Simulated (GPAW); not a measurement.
# HgSe (F-43m) in GPAW: equation of state

How stiff is HgSe in PBEsol, and what volume does it want? The cell is scaled to several volumes.

Program: GPAW 26.7.0. These are calculated values, not measurements. Logs are shortened: lines on timing, memory, paths and dates and some standing lists are left out, and cuts for length are marked. The log counts tension as positive stress, the text compression.

**Experimental background.**

“The pseudo-binary mercury chalcogenide alloy HgSe0.7S0.3 at high pressure: a mechanism of the zinc blende/cinnabar reconstructive phase transition”, 2002, arxiv:cond-mat/0209548 quotes, for a bulk crystal of HgSe: bulk modulus 51.6 ± 0.2 GPa.

The results are compared with them further down.

## (1) The structure

It takes space group F-43m (No. 216, cubic). Conventional cell: a = 6.078 Å, b = 6.078 Å, c = 6.078 Å, α = 90.00°, β = 90.00°, γ = 90.00°. Hg (site symmetry -43m) has 4 Se at 2.63 Å as nearest neighbours. Se (site symmetry -43m) has 4 Hg at 2.63 Å as nearest neighbours.

## (2) Equation of state, PBEsol

run.py

```python
from ase import Atoms
from ase.eos import EquationOfState
from ase.io import Trajectory
from ase.units import GPa
from gpaw import GPAW, PW, setup_paths

setup_paths.insert(0, '.')

atoms = Atoms(['Hg', 'Se'],
              cell=[[0.0, 3.039, 3.039],
                    [3.039, 0.0, 3.039],
                    [3.039, 3.039, 0.0]],
              scaled_positions=[[0.0, 0.0, 0.0],
                                [0.75, 0.75, 0.75]],
              pbc=True)

traj = Trajectory('eos.traj', 'w')
volumes, energies = [], []
for x in [0.94, 0.96, 0.98, 1.0, 1.02, 1.04, 1.06]:
    a = atoms.copy()
    a.set_cell(atoms.cell * x**(1 / 3), scale_atoms=True)
    calc = GPAW(mode=PW(600),
                xc='PBEsol',
                kpts={'size': (8, 8, 8), 'gamma': True},
                occupations={'name': 'fermi-dirac', 'width': 0.05},
                nbands=18,
                convergence={'density': 1e-05, 'energy': 1e-05},
                maxiter=150,
                txt=f'eos-{x:.2f}.txt')
    a.calc = calc
    energies.append(a.get_potential_energy(force_consistent=True))
    volumes.append(a.get_volume())
    p = -a.get_stress()[:3].mean() / GPa
    calc.write(f'eos-{x:.2f}.gpw')
    traj.write(a)
    print(f'{x:.2f} {volumes[-1]:10.4f} A^3 {energies[-1]:14.6f} eV {p:9.3f} GPa', flush=True)

v0, e0, B = EquationOfState(volumes, energies, eos='birchmurnaghan').fit()
print(f'V0 = {v0:.4f} A^3, E0 = {e0:.6f} eV, B0 = {B / GPa:.2f} GPa')
```

Potentials or basis: PAW data sets generated in the run's folder for this functional, pw.

Command:

```console
> gpaw-setup -f PBEsol Hg Se
> OMP_NUM_THREADS=1 python run.py
```

Output:

```text
__  _  _
 | _ |_)|_||  |
 |__||  | ||/\| - 26.7.0

Input parameters:
  mode=PW(ecut=600.0),
  convergence={'density': 1e-05, 'energy': 1e-05},
  kpts=MonkhorstPack(size=(8, 8, 8), gamma=True),
  maxiter=150,
  nbands=18,
  occupations=Occupations(name='fermi-dirac', width=0.05),
  xc=XC(name='PBEsol')

Diagonalizing LCAO Hamiltonian
Converting LCAO to pw mode

                     Se

       Hg

Atoms  # Å, Bohr magnetons
|   | symbol |        x |        y |        z |    initial magnetic moments |
|---|--------|----------|----------|----------|-----------------------------|
| 0 |     Hg | 0.000000 | 0.000000 | 0.000000 | ( 0.0000,  0.0000,  0.0000) |
| 1 |     Se | 4.465443 | 4.465443 | 4.465443 | ( 0.0000,  0.0000,  0.0000) |

Unit cell  # Å
| periodic |        x |        y |        z |  lengths |    angles |
|----------|----------|----------|----------|----------|-----------|
|      yes | 0.000000 | 2.976962 | 2.976962 | 4.210060 | 60.000000 |
|      yes | 2.976962 | 0.000000 | 2.976962 | 4.210060 | 60.000000 |
|      yes | 2.976962 | 2.976962 | 0.000000 | 4.210060 | 60.000000 |

Number of symmetries: 24
Symmetry operations  # r_c * U_cc + t_c -> r_c
|    | kind |            matrix            |
|----|------|------------------------------|
|  0 |  E   |  1, 0, 0,  0, 1, 0,  0, 0, 1 |
|  1 |  σ   |  1, 0, 0,  0, 0, 1,  0, 1, 0 |
|  2 |  σ   |  1, 0,-1,  0, 1,-1,  0, 0,-1 |
|  3 |  C3  |  1, 0,-1,  0, 0,-1,  0, 1,-1 |
|  4 |  C3  |  1,-1, 0,  0,-1, 1,  0,-1, 0 |
|  5 |  σ   |  1,-1, 0,  0,-1, 0,  0,-1, 1 |
|  6 |  σ   |  0, 1, 0,  1, 0, 0,  0, 0, 1 |
|  7 |  C3  |  0, 1, 0,  0, 0, 1,  1, 0, 0 |
|  8 |  C2  |  0, 1,-1,  1, 0,-1,  0, 0,-1 |
|  9 |  S4  |  0, 1,-1,  0, 0,-1,  1, 0,-1 |
| 10 |  C3  |  0, 0, 1,  1, 0, 0,  0, 1, 0 |
| 11 |  σ   |  0, 0, 1,  0, 1, 0,  1, 0, 0 |
| 12 |  S4  |  0, 0,-1,  1, 0,-1,  0, 1,-1 |
| 13 |  C3  |  0, 0,-1,  0, 1,-1,  1, 0,-1 |
| 14 |  S4  |  0,-1, 1,  1,-1, 0,  0,-1, 0 |
| 15 |  C2  |  0,-1, 1,  0,-1, 0,  1,-1, 0 |
| 16 |  C3  |  0,-1, 0,  1,-1, 0,  0,-1, 1 |
| 17 |  S4  |  0,-1, 0,  0,-1, 1,  1,-1, 0 |
| 18 |  S4  | -1, 1, 0, -1, 0, 1, -1, 0, 0 |
| 19 |  C3  | -1, 1, 0, -1, 0, 0, -1, 0, 1 |
| 20 |  C3  | -1, 0, 1, -1, 1, 0, -1, 0, 0 |
| 21 |  S4  | -1, 0, 1, -1, 0, 0, -1, 1, 0 |
| 22 |  σ   | -1, 0, 0, -1, 1, 0, -1, 0, 1 |
| 23 |  C2  | -1, 0, 0, -1, 0, 1, -1, 1, 0 |

BZ-sampling:
  Number of BZ points: 512
  Number of IBZ points: 29

  Monkhorst-Pack size: [8, 8, 8]
  Monkhorst-Pack shift: [0.0625, 0.0625, 0.0625]

K-points  # in reciprocal-cell coordinates
|     |                                coordinates |     weight |
|-----|--------------------------------------------|------------|
|   0 | (  0.00000000,   0.00000000,   0.00000000) | 0.00195312 |
|   1 | (  0.12500000,   0.12500000,   0.00000000) | 0.01171875 |
|   2 | (  0.12500000,   0.12500000,   0.12500000) | 0.01562500 |
|   3 | (  0.25000000,   0.12500000,   0.12500000) | 0.02343750 |
|   4 | (  0.25000000,   0.25000000,   0.00000000) | 0.01171875 |
|   5 | (  0.25000000,   0.25000000,   0.12500000) | 0.04687500 |
|   6 | (  0.25000000,   0.25000000,   0.25000000) | 0.01562500 |
|   7 | (  0.37500000,   0.25000000,  -0.37500000) | 0.04687500 |
|   8 | (  0.37500000,   0.25000000,   0.12500000) | 0.04687500 |
|   9 | (  0.37500000,   0.25000000,   0.25000000) | 0.04687500 |
| ... |                                            |            |
|  28 | (  0.50000000,   0.50000000,   0.50000000) | 0.00781250 |

Plane wave coefficients: 1807
Cutoff: 600.0 eV

Spin-components: 1 (collinear spins)
Bands:           18
Projectors:      11
Spin-degeneracy: 2
Datatype:        complex128

Parallelization:
  kpt:    1
  domain: 1
  band:   1

Density:
  Valence electrons: 24.0
  Components: 1
  Grid points: [24 24 24]
  Charge: 0.0  # |e|

Potential:
  Grid points: [24 24 24]

species:
  Hg:
    name:    Mercury
    Z:       80.0
    valence: 18
    core:    62
    charge:  0.0  # [|e|]
    compensation charges:
      type: gauss
      rc: 0.41  # [Å]
      lmax: 2
    cutoffs:
      filter: 2.17  # [Å]
      core: 2.06  # [Å]
    projectors
    | kind |    occ | energy [eV] | rcut [Å] |
    |------|--------|-------------|----------|
    |   6s |  2.000 |      -6.832 |    1.307 |
    |   5p |  6.000 |     -66.590 |    1.291 |
    |   6p |  0.000 |      -1.002 |    1.291 |
    |   5d | 10.000 |      -9.910 |    1.302 |
    |    s |        |      20.379 |    1.307 |
    |    d |        |      17.301 |    1.302 |

    Using partial waves for Hg as LCAO basis

  Se:
    name:    Selenium
    Z:       34.0
    valence: 6
    core:    28
    charge:  0.0  # [|e|]
    compensation charges:
      type: gauss
      rc: 0.27  # [Å]
      lmax: 2
    cutoffs:
      filter: 1.77  # [Å]
      core: 2.67  # [Å]
    projectors
    | kind |    occ | energy [eV] | rcut [Å] |
    |------|--------|-------------|----------|
    |   4s |  2.000 |     -17.281 |    0.847 |
    |   4p |  4.000 |      -6.511 |    1.005 |
    |    s |        |       9.930 |    0.847 |
    |    p |        |      20.700 |    1.005 |
    |    d |        |       0.000 |    0.847 |

    Using partial waves for Se as LCAO basis

Reference energy: -599068.620163  # eV

eigensolver:
  PPCG
  Converge bands: occupied
  niter=2

density mixing:
  MSR1-Mixer
  Pratt-step length: 0.05
  Maximum mixing coefficient: 0.75
  Old densities: 10
  SVD Regularization: 0.005
  Good broyden scale: 1.0
  Trust region scale: 1.0
  Backstep threshold: 4.0
  History deletion threshold: 6.0
  Fourier metric: weight=20.0, sigma=0.015

occupation numbers:
  Fermi-Dirac:
    width: 0.0500  # eV

poisson solver:
  ecut: 4800.0  # eV

xc functional:
  name: PBEsol with 2 nearest neighbor stencil

convergence criteria:
- Maximum integral of absolute [dens]ity change: 1e-05 electrons / valence electron
- Maximum [total energy] change in last 3 cyles: 1e-05 eV / valence electron
- Maximum integral of absolute [eigenst]ate change: 4e-08 eV^2 / valence electron
maximum number of iterations: 150

SCF iterations
|iter     | |      energy | eigst |  dens |
|---------|-|-------------|-------|-------|
|iter:   1| |   -5.726709 | -0.11 |       |
|iter:   2| |   -5.666993 | -2.22 | -1.39 |
|iter:   3| |   -5.499671 | -1.86 | -1.43 |
|iter:   4| |   -5.509934 | -2.72 | -1.91 |
|iter:   5| |   -5.514521 | -3.20 | -2.28 |
|iter:   6| |   -5.514799 | -4.63 | -3.30 |
|iter:   7| |   -5.514852 | -5.07 | -3.73 |
|iter:   8| |   -5.514853c| -6.75 | -4.36 |
|iter:   9| |   -5.514853c| -7.60c| -5.04c|

Converged in 9 steps
Energy contributions relative to reference atoms: (reference = -599068.620163)

Energy contributions:
  Kinetic:          36.429753
  Coulomb:         -30.155144
  Zero:             -2.221681
  External:          0.000000
  Xc:               -9.567510
  Entropy:          -0.000543
  Spinorbit:         0.000000
  ----------------------------
  Free energy:      -5.515125
  Extrapolated:     -5.514853

dipole moment: (-17.023214, -17.023214, -17.023214)  # |e|*Ang

Fermi level: 5.176
Eigenvalues  # (at kpt = [0.000, 0.000, 0.000])
| band index |      eig [eV] | occ [0-2] |
|------------|---------------|-----------|
|          0 |       -58.191 |     2.000 |
|        ... |               |           |
|          5 |        -2.555 |     2.000 |
|          6 |        -2.555 |     2.000 |
|          7 |        -1.721 |     2.000 |
|          8 |        -1.721 |     2.000 |
|          9 |         4.273 |     2.000 |
|         10 |         5.128 |     1.449 |
|         11 |         5.128 |     1.449 |
|         12 |         5.128 |     1.449 |
|         13 |        10.478 |     0.000 |
|         14 |        10.478 |     0.000 |
|         15 |        10.478 |     0.000 |
|         16 |        13.695 |     0.000 |
|         17 |        16.546 |     0.000 |

No gap
No difference between direct/indirect transitions

Stress tensor  # eV/Ang^3
|         x |         y |         z |
|-----------|-----------|-----------|
| -0.039109 |  0.000000 | -0.000000 |
|  0.000000 | -0.039109 |  0.000000 |
| -0.000000 |  0.000000 | -0.039109 |

# Writing to eos-0.94.gpw (mode='')
```

stdout:

```text
0.94    52.7655 A^3      -5.515125 eV     6.266 GPa
0.96    53.8882 A^3      -5.553416 eV     4.639 GPa
0.98    55.0108 A^3      -5.580874 eV     3.191 GPa
1.00    56.1335 A^3      -5.598810 eV     1.901 GPa
1.02    57.2562 A^3      -5.608218 eV     0.754 GPa
1.04    58.3788 A^3      -5.610027 eV    -0.269 GPa
1.06    59.5015 A^3      -5.605063 eV    -1.178 GPa
V0 = 58.0997 A^3, E0 = -5.610233 eV, B0 = 51.33 GPa
```

Run time: 2.2 min. Hardware: 1 thread of Arm Neoverse V1, shared host; peak memory 0.23 GiB.

What came out:

```
Equilibrium volume                      : 29.05 Å³/atom
Bulk modulus                            : 51 GPa
Pressure derivative of the bulk modulus : 5.0
```

Energy against volume, from the lowest point:
```csv
volume (Å³/atom),energy (meV/atom)
26.383,47.45
26.944,28.31
27.505,14.58
28.067,5.61
28.628,0.90
29.189,0.00
29.751,2.48
```

The run has no spin-orbit coupling, so splittings on Hg are missing.

## (3) Against experiment

Step 2. Measured bulk modulus of HgSe: 51.6 GPa (quoted in “The pseudo-binary mercury chalcogenide alloy HgSe0.7S0.3 at high pressure: a mechanism of the zinc blende/cinnabar reconstructive phase transition”, 2002, arxiv:cond-mat/0209548). This calculation gives 51 GPa (-0.5 %). The fit is for a static lattice scaled at fixed shape and fixed fractional positions.
